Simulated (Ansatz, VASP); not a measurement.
# Ba: VASP beside Ansatz

Contents of INCAR:

```
PREC     = Accurate       # precision mode
ENCUT    = 520            # plane-wave cutoff, eV
EDIFF    = 1E-6           # SCF threshold, eV
ISMEAR   = -1             # smearing method
SIGMA    = 0.03           # smearing width, eV
LREAL    = False          # projectors in reciprocal space
LASPH    = True           # aspherical terms in the spheres
NELM     = 100            # most SCF steps
ALGO     = Fast           # electronic algorithm
ISIF     = 2              # what is computed and relaxed
LWAVE    = False          # write WAVECAR
LCHARG   = False          # write CHGCAR
GGA      = PE             # functional
NBANDS   = 11             # bands
```

KPOINTS

```
regular mesh
0
Gamma
  4 4 4
```

File POSCAR:

```
Ba
1.0
    0.0000000000      3.2326650028      3.2326650028
    3.2326650028      0.0000000000      3.2326650028
    3.2326650028      3.2326650028      0.0000000000
Ba
1
Direct
    0.0000000000      0.0000000000      0.0000000000
```

input.yaml

```yaml
crystal:
  lattice:
    - [0.0, 3.2326650028, 3.2326650028]
    - [3.2326650028, 0.0, 3.2326650028]
    - [3.2326650028, 3.2326650028, 0.0]
  atoms:
    - { symbol: Ba, position: [0.0, 0.0, 0.0] }
kpoints:
  mp_grid: { grid: [4, 4, 4] }
scf:
  occupations: { method: fermi_dirac, width: 0.03 }
hamiltonian:
  xc: pbe
  pseudopotentials: { kind: all_electron, lapw: { basis_error: 0.003 } }
output:
  forces: true
  stress: true
  eigenvalues: true
```

This isn't the form of Ba at room conditions, which is bcc.

Alike in both runs: task single point; functional PBE; k mesh 4 × 4 × 4; occupations fermi-dirac, width 0.03 eV; no spin polarisation.

```csv
,VASP,Ansatz
version,VASP 6.6.1,Ansatz 0.2.0
potentials or method,"VASP PAW PBE potentials, release 64 (Ba_sv)","all-electron LAPW, scalar-relativistic"
plane-wave cutoff (eV),520,see its input
```

```csv
,VASP,Ansatz,Ansatz less VASP
gap on the k mesh at the Fermi level (eV),none,none,-
pressure (GPa),-0.3,-0.3,-0.03
```

A gap of «none» marks a metal or a gap that the smearing closes. Ansatz ran all-electron here, so the differences hold the error of VASP's frozen core and of both bases.

Caveats: the k mesh is coarse (spacing up to 0.42 Å⁻¹), so the values aren't converged. The runs have no spin-orbit coupling, so splittings on Ba are missing.
